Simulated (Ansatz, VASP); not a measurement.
# One calculation of BeTe, two programs

File INCAR:

```
SYSTEM = BeTe
  ALGO = Normal
  EDIFF = 1E-6
  ENCUT = 520
  GGA = PS
  GGA_COMPAT = .FALSE.
  ISIF = 2
  ISMEAR = -1
  LASPH = .TRUE.
  LCHARG = .FALSE.
  LORBIT = 11
  LREAL = .FALSE.
  LSORBIT = .TRUE.
  LWAVE = .FALSE.
  MAGMOM = 0 0 0 0 0 0
  NELM = 100
  PREC = Accurate
  SIGMA = 0.05
```

The input KPOINTS:

```
k-points
0
G
  6 6 6
  0 0 0
```

POSCAR

```
BeTe
1.0
    0.0000000000      2.7700000000      2.7700000000
    2.7700000000      0.0000000000      2.7700000000
    2.7700000000      2.7700000000      0.0000000000
Te Be
1 1
Direct
    0.7500000000      0.7500000000      0.7500000000
    0.0000000000      0.0000000000      0.0000000000
```

KPOINTS_OPT

```
path GXWKGLUWLK,UX
20
line-mode
reciprocal
 0.0000000000  0.0000000000  0.0000000000  G
 0.5000000000  0.0000000000  0.5000000000  X

 0.5000000000  0.0000000000  0.5000000000  X
 0.5000000000  0.2500000000  0.7500000000  W

 0.5000000000  0.2500000000  0.7500000000  W
 0.3750000000  0.3750000000  0.7500000000  K

 0.3750000000  0.3750000000  0.7500000000  K
 0.0000000000  0.0000000000  0.0000000000  G

 0.0000000000  0.0000000000  0.0000000000  G
 0.5000000000  0.5000000000  0.5000000000  L

 0.5000000000  0.5000000000  0.5000000000  L
 0.6250000000  0.2500000000  0.6250000000  U

 0.6250000000  0.2500000000  0.6250000000  U
 0.5000000000  0.2500000000  0.7500000000  W

 0.5000000000  0.2500000000  0.7500000000  W
 0.5000000000  0.5000000000  0.5000000000  L

 0.5000000000  0.5000000000  0.5000000000  L
 0.3750000000  0.3750000000  0.7500000000  K

 0.6250000000  0.2500000000  0.6250000000  U
 0.5000000000  0.0000000000  0.5000000000  X
```

The input input.yaml:

```yaml
crystal:
  lattice:
    - [0.0, 2.77, 2.77]
    - [2.77, 0.0, 2.77]
    - [2.77, 2.77, 0.0]
  atoms:
    - { symbol: Te, position: [0.75, 0.75, 0.75] }
    - { symbol: Be, position: [0.0, 0.0, 0.0] }
hamiltonian:
  xc: pbesol
  pseudopotentials: { kind: paw_fr }
magnetization:
  noncollinear: true
  spin_orbit: true
kpoints:
  mp_grid: { grid: [6, 6, 6] }
  band_path:
    path:
      - [[0.0, 0.0, 0.0], [0.5, 0.0, 0.5], [0.5, 0.25, 0.75], [0.375, 0.375, 0.75], [0.0, 0.0, 0.0], [0.5, 0.5, 0.5], [0.625, 0.25, 0.625], [0.5, 0.25, 0.75], [0.5, 0.5, 0.5], [0.375, 0.375, 0.75]]
      - [[0.625, 0.25, 0.625], [0.5, 0.0, 0.5]]
    npoints: 14
scf:
  occupations: { method: fermi_dirac, width: 0.05 }
  n_extra_bands: 6
output:
  forces: true
  stress: true
  eigenvalues: true
  fatbands: true
```

Alike in both runs: task band structure; functional PBEsol; k mesh 6 × 6 × 6; occupations fermi-dirac, width 0.05 eV; spin-orbit coupling, no magnetisation.

|  | VASP | Ansatz |
| --- | --- | --- |
| version | VASP 6.6.1 | Ansatz 0.2.0 |
| potentials or method | VASP PAW PBE potentials, release 64 (Te, Be) | Ansatz PAW |
| plane-wave cutoff (eV) | 520 | 420 |
| valence electrons in the cell | 8 | 18 |

```csv
,VASP,Ansatz,Ansatz less VASP
gap on the k mesh at the Fermi level (eV),1.43,1.45,+0.017
least direct gap on the mesh (eV),3.22,3.24,+0.012
gap along the band path (eV),1.43,1.45,+0.017
pressure (GPa),2.6,2.3,-0.32
```

The two sets of potentials don't hold the same shells in valence.

Caveats: the PAW data sets were made with another functional, which shifts forces and pressure a little (VASP); the PAW data sets come from PBE, with cores solved anew for the run's functional, which leaves a small shift of forces and pressure (Ansatz).
